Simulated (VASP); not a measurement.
Crystal: C.

```
C
1.0
     2.12732   -1.22828    0.00000
     2.12732    1.22828    0.00000
    -1.37907    0.00000    3.50283
C
2
Direct
  0.16664 0.16664 0.99991
  0.83336 0.83336 0.00009
```

This is a stacking variant of graphite.

Base run:

* Program: VASP 6.6.1
* Functional: SCAN
* Potentials or basis: VASP PAW PBE potentials, release 64 (C)
* Cutoff: 520 eV
* k mesh: 13 × 13 × 8
* Occupations: fermi-dirac, width 0.05 eV
* Spin: no spin polarisation

Its results: pressure -1.1 GPa; largest force 0.014 eV/Å.

The run is repeated on the same cell with these changes: functional from SCAN to r2SCAN. What comes out?

Pressure 0.5 GPa; largest force 0.010 eV/Å.

Caveats: the PAW data sets were made with another functional, which shifts forces and pressure a little.
